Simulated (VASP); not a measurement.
# Nb in VASP: work function with PBE

Aim: the work function of Nb with PBE.

Program: VASP 6.6.1. These are calculated values, not measurements. Logs are shortened: lines on timing, memory, paths and dates and some standing lists are left out, and cuts for length are marked.

## Step 1: The slab as given

The cell holds a slab with vacuum, 3 atoms: a = 2.866 Å, b = 2.866 Å, c = 19.879 Å, α = 90.00°, β = 90.00°, γ = 109.47°.

The cell was built by a generator and needn't be a form met in nature.

## Step 2: Work function, PBE

Input file INCAR:

```
  PREC = Accurate
  ENCUT = 520
  EDIFF = 1E-6
  ISMEAR = 1
  SIGMA = 0.1
  LREAL = F
  LASPH = T
  NELM = 100
  ALGO = Normal
  ISIF = 2
  LWAVE = F
  LCHARG = T
  LDIPOL = T
  IDIPOL = 3
  DIPOL = 0.5 0.5 0.500
  GGA = PE
  LVHAR = T
  LVACPOTAV = T
  KPAR = 2
```

Input file KPOINTS:

```
regular mesh
0
Gamma
  12 12 1
```

Input file POSCAR:

```
Nb                                      
1.0
    2.8655568500      0.0000000000      0.0000000000
   -0.9551856200      2.7016728600      0.0000000000
    0.0000000000      0.0000000000     19.8794566000
  Nb            
     3
Selective dynamics
Direct
     0.0000000000000000    0.0000000000000000    0.3823042100000009   F   F   F
     0.5000000000000000    0.5000000000000000    0.4964949100720324   T   T   T
     0.0000000000000000    0.0000000000000000    0.6108104790970910   T   T   T
```

Potentials or basis: VASP PAW PBE potentials, release 64 (Nb_sv).

Launch:

```bash
cat potpaw_PBE.64/Nb_sv/POTCAR > POTCAR
mpirun -np 2 vasp_std > vasp.out
```

OUTCAR:

```text
PREC = Accurate
   ENCUT = 520
   EDIFF = 1E-6
   ISMEAR = 1
   LREAL = F
   LASPH = T
   NELM = 100
   ISIF = 2
   GGA = PE

 ion  position               nearest neighbor table
   1  0.000  0.000  0.382-   2 2.81   2 2.81
   2  0.500  0.500  0.496-   1 2.81   1 2.81   3 2.81   3 2.81
   3  0.000  0.000  0.611-   2 2.81   2 2.81

  LATTYP: Found a base centered orthorhombic cell.
 ALAT       =     3.3088599969
 B/A-ratio  =     1.4142135723
 C/A-ratio  =     6.0079473350

  Lattice vectors:

 A1 = (   2.8655568500,   0.0000000000,   0.0000000000)
 A2 = (  -0.9551856200,   2.7016728600,   0.0000000000)
 A3 = (   0.0000000000,   0.0000000000,  19.8794566000)

Analysis of symmetry for initial positions (statically):
=====================================================================
 Subroutine PRICEL returns:
 Original cell was already a primitive cell.

 Routine SETGRP: Setting up the symmetry group for a
 base centered orthorhombic supercell.

 Subroutine GETGRP returns: Found  4 space group operations
 (whereof  4 operations were pure point group operations)
 out of a pool of  8 trial point group operations.

The static configuration has the point symmetry C_2v.

Analysis of symmetry for dynamics (positions and initial velocities):
=====================================================================
 Subroutine PRICEL returns:
 Original cell was already a primitive cell.

 Routine SETGRP: Setting up the symmetry group for a
 base centered orthorhombic supercell.

 Subroutine GETGRP returns: Found  4 space group operations
 (whereof  4 operations were pure point group operations)
 out of a pool of  8 trial point group operations.

The dynamic configuration has the point symmetry C_2v.

Analysis of constrained symmetry for selective dynamics:
=====================================================================
 Subroutine PRICEL returns:
 Original cell was already a primitive cell.

 Routine SETGRP: Setting up the symmetry group for a
 base centered orthorhombic supercell.

 Subroutine GETGRP returns: Found  4 space group operations
 (whereof  4 operations were pure point group operations)
 out of a pool of  8 trial point group operations.

The constrained configuration has the point symmetry C_2v.

 Subroutine INISYM returns: Found  4 space group operations
 (whereof  4 operations are pure point group operations),
 and found     1 'primitive' translations

----------------------------------------------------------------------------------------

                                     Primitive cell

  volume of cell :     153.9027

  direct lattice vectors                    reciprocal lattice vectors
     2.865556850  0.000000000  0.000000000     0.348972312  0.123380347  0.000000000
    -0.955185620  2.701672860  0.000000000     0.000000000  0.370141039  0.000000000
     0.000000000  0.000000000 19.879456600     0.000000000  0.000000000  0.050303186

  length of vectors
     2.865556850  2.865556806 19.879456600     0.370141034  0.370141039  0.050303186

  position of ions in fractional coordinates (direct lattice)
     0.000000000  0.000000000  0.382304210
     0.500000000  0.500000000  0.496494910
     0.000000000  0.000000000  0.610810479

  ion indices of the primitive-cell ions
   primitive index   ion index
                 1           1
                 2           2
                 3           3

----------------------------------------------------------------------------------------

 KPOINTS: regular mesh

Automatic generation of k-mesh.
 Grid dimensions read from file:
 generate k-points for:   12   12    1

 Generating k-lattice:

  Cartesian coordinates                     Fractional coordinates (reciprocal lattice)
     0.029081026  0.010281696  0.000000000     0.083333333  0.000000000  0.000000000
     0.000000000  0.030845087  0.000000000     0.000000000  0.083333333  0.000000000
     0.000000000  0.000000000  0.050303186     0.000000000  0.000000000  1.000000000

  Length of vectors
     0.030845086  0.030845087  0.050303186

  Shift w.r.t. Gamma in fractional coordinates (k-lattice)
     0.000000000  0.000000000  0.000000000

 Subroutine IBZKPT returns following result:
 ===========================================

 Found     43 irreducible k-points:

 Following reciprocal coordinates:
            Coordinates               Weight
  0.000000  0.000000  0.000000      1.000000
  0.083333  0.000000  0.000000      4.000000
  0.166667  0.000000  0.000000      4.000000
  0.250000  0.000000  0.000000      4.000000
  0.333333  0.000000  0.000000      4.000000
  0.416667  0.000000  0.000000      4.000000
[... 16 lines left out ...]
  0.500000  0.166667  0.000000      4.000000
 -0.416667  0.166667  0.000000      4.000000
 [... further k-points ...]
   k-points           NKPTS =     43   k-points in BZ     NKDIM =     43   number of bands    NBANDS=     23
   number of dos      NEDOS =    301   number of ions     NIONS =      3
   total plane-waves  NPLWV =  86400
   dimension x,y,z NGX =    24 NGY =   24 NGZ =  150
   dimension x,y,z NGXF=    48 NGYF=   48 NGZF=  300
   ions per type =               3
   NGX,Y,Z   is equivalent  to a cutoff of  13.92, 13.92, 12.54 a.u.
   NGXF,Y,Z  is equivalent  to a cutoff of  27.85, 27.85, 25.09 a.u.
 SYSTEM =  unknown system
   PREC   = accura    normal or accurate (medium, high low for compatibility)
   ISTART =      0    job   : 0-new  1-cont  2-samecut
   ICHARG =      2    charge: 1-file 2-atom 10-const
   ISPIN  =      1    spin polarized calculation?
   LNONCOLLINEAR =      F non collinear calculations
   LSORBIT =      F    spin-orbit coupling
   LASPH  =      T    aspherical Exc in radial PAW
   ENCUT  =  520.0 eV  38.22 Ry    6.18 a.u.   5.33  5.33 36.96*2*pi/ulx,y,z
   NELM   =    100;   NELMIN=  2; NELMDL= -5     # of ELM steps
   EDIFF  = 0.1E-05   stopping-criterion for ELM
   LREAL  =      F    real-space projection
   EDIFFG = 0.1E-04   stopping-criterion for IOM
   NSW    =      0    number of steps for IOM
   IBRION =     -1    ionic relax: 0-MD 1-quasi-New 2-CG
   NFREE  =      0    steps in history (QN), initial steepest desc. (CG)
   ISIF   =      2    stress and relaxation
   ISYM   =      2    0-nonsym 1-usesym 2-fastsym
   POTIM  = 0.5000    time-step for ionic-motion
   TEBEG  =    0.0;   TEEND  =   0.0 temperature during run
   PSTRESS=    0.0 pullay stress
   NELECT =      39.0000    total number of electrons
   NUPDOWN=      -1.0000    fix difference up-down
   EMIN   =  10.00;   EMAX   =-10.00  energy-range for DOS
   EFERMI =   0.00;   METHOD = LEGACY
   ISMEAR =     1;   SIGMA  =   0.10  broadening in eV -4-tet -1-fermi 0-gaus
   EFERMI_NEDOS =   21; number of points for ismear=-14 and -15
   IALGO  =     38    algorithm
   IMIX   =      4    mixing-type and parameters
     AMIX     =   0.40;   BMIX     =  1.00
     AMIX_MAG =   1.60;   BMIX_MAG =  1.00
  volume/ion in A,a.u.               =      51.30       346.20
  Fermi-wavevector in a.u.,A,eV,Ry     =   1.035971  1.957701 14.602261  1.073236
  Thomas-Fermi vector in A             =   2.170340
   LORBIT       =      0    0 simple, 1 ext, 2 COOP (PROOUT), +10 PAW based schemes
   GGA     = PE    functional components
   LHFCALC =     F    Hartree Fock is set to
   AEXX    =    0.0000 exact exchange contribution
   IVDW    =     0    specifies the selected vdW correction
   LEPSILON=     F    determine dielectric tensor
   LRPA    =     F    only Hartree local field effects (RPA)
 non-spin polarized calculation
 Methfessel and Paxton  Order N= 1 SIGMA  =   0.10
  energy-cutoff  :      520.00
  volume of cell :      153.90
 maximum number of plane-waves:      4176
 NGX is ok and might be reduce to    24
   NGX = 11   NGY = 11   NGZ = 73

 dipolmoment           0.000000      0.000000     -0.000418 electrons x Angstroem

 number of electron      39.0000001 magnetization

 dipolmoment           0.000000      0.000000      0.000090 electrons x Angstroem

 Free energy of the ion-electron system (eV)
  ---------------------------------------------------
  ext. energy  EPLUGINS =         0.00000000
  ---------------------------------------------------
  free energy    TOTEN  =       -28.62385674 eV

  energy without entropy =      -28.62361793  energy(sigma->0) =      -28.62377713

 E-fermi :   1.1930     XC(G=0):  -5.4436

 val. band max:        1.1912955657   @ k =   0.3333   0.1667   0.0000
 cond. band min:       1.1960482382   @ k =   0.5000   0.2500   0.0000
 fundamental gap:      0.0047526726
 Fermi energy:         1.1929626502

 k-point     1 :       0.0000    0.0000    0.0000
  band No.  band energies     occupation
      1     -53.5084      2.00000
      2     -53.4734      2.00000
      3     -53.1720      2.00000
      4     -30.0303      2.00000
      5     -29.6238      2.00000
      6     -29.1641      2.00000
[... 15 lines left out ...]
     22       1.8148     -0.00000
     23       2.7742     -0.00000

 k-point     2 :       0.0833    0.0000    0.0000
  band No.  band energies     occupation
      1     -53.4985      2.00000
      2     -53.4655      2.00000
      3     -53.1661      2.00000
      4     -30.0104      2.00000
      5     -29.6303      2.00000
      6     -29.1907      2.00000
[... 15 lines left out ...]
     22       1.9407     -0.00000
     23       2.3785     -0.00000

 k-point     3 :       0.1667    0.0000    0.0000
  band No.  band energies     occupation
      1     -53.4711      2.00000
      2     -53.4438      2.00000
      3     -53.1503      2.00000
      4     -29.9568      2.00000
      5     -29.6573      2.00000
      6     -29.3083      2.00000
[... 15 lines left out ...]
     22       1.8406     -0.00000
     23       2.3099     -0.00000
[... 495 lines left out ...]
 k-point    23 :       0.5000    0.1667    0.0000
  band No.  band energies     occupation
      1     -53.3383      2.00000
      2     -53.3331      2.00000
      3     -53.0621      2.00000
      4     -30.0161      2.00000
      5     -29.9105      2.00000
      6     -29.8854      2.00000
[... 15 lines left out ...]
     22       2.5448     -0.00000
     23       3.0009     -0.00000

 k-point    24 :      -0.4167    0.1667    0.0000
  band No.  band energies     occupation
      1     -53.3572      2.00000
      2     -53.3448      2.00000
      3     -53.0662      2.00000
      4     -29.9444      2.00000
      5     -29.8407      2.00000
      6     -29.7997      2.00000
[... 15 lines left out ...]
     22       2.6534     -0.00000
     23       2.9381     -0.00000

 [... further k-points ...]
[... 5 lines left out ...]
  --------------------------------------------------------------------------------------
  -------------------------------------------------------------------------------------
  Total       -3.6621587     -3.1530951      0.0070953      0.7199245      0.0000000      0.0000000
  in kB      -38.1242620    -32.8247441      0.0738642      7.4946484      0.0000000      0.0000000
  external PRESSURE =     -23.6250473 kB  Pullay stress =       0.0000000 kB

 VOLUME and BASIS-vectors are now :
 -----------------------------------------------------------------------------
  energy-cutoff  :      520.00
  volume of cell :      153.90
      direct lattice vectors                 reciprocal lattice vectors
     2.865556850  0.000000000  0.000000000     0.348972312  0.123380347  0.000000000
    -0.955185620  2.701672860  0.000000000     0.000000000  0.370141039  0.000000000
     0.000000000  0.000000000 19.879456600     0.000000000  0.000000000  0.050303186

 POSITION                                       TOTAL-FORCE (eV/Angst)
 -----------------------------------------------------------------------------------
      0.00000      0.00000      7.60000         0.000000      0.000000     -0.015246
      0.95519      1.35084      9.87005        -0.000000      0.000000      0.009906
      0.00000      0.00000     12.14258         0.000000      0.000000      0.005339
 -----------------------------------------------------------------------------------
    total drift:                                0.000000      0.000000      0.000270

  FREE ENERGIE OF THE ION-ELECTRON SYSTEM (eV)
  ---------------------------------------------------
  free  energy   TOTEN  =       -28.6238567351 eV

  energy  without entropy=      -28.6236179348  energy(sigma->0) =      -28.62377713

 vacuum level on the upper side and lower side of the slab         5.768         5.766
```

It took 84 s on 2 MPI ranks of AMD EPYC 9R45 (Zen 5), shared host; peak memory 0.31 GiB.

What came out:

| Property | Result |
| --- | --- |
| Free energy | -28.6239 eV |
| Largest force | 0.015 eV/Å |
| Band gap on the k mesh | none (metal or under the smearing width) |
| Work function of the upper face | 4.58 eV |
| Work function of the lower face | 4.57 eV |

Forces on the atoms (eV/Å):
```
Nb   0.000  0.000 -0.015
Nb   0.000  0.000  0.010
Nb   0.000  0.000  0.005
```
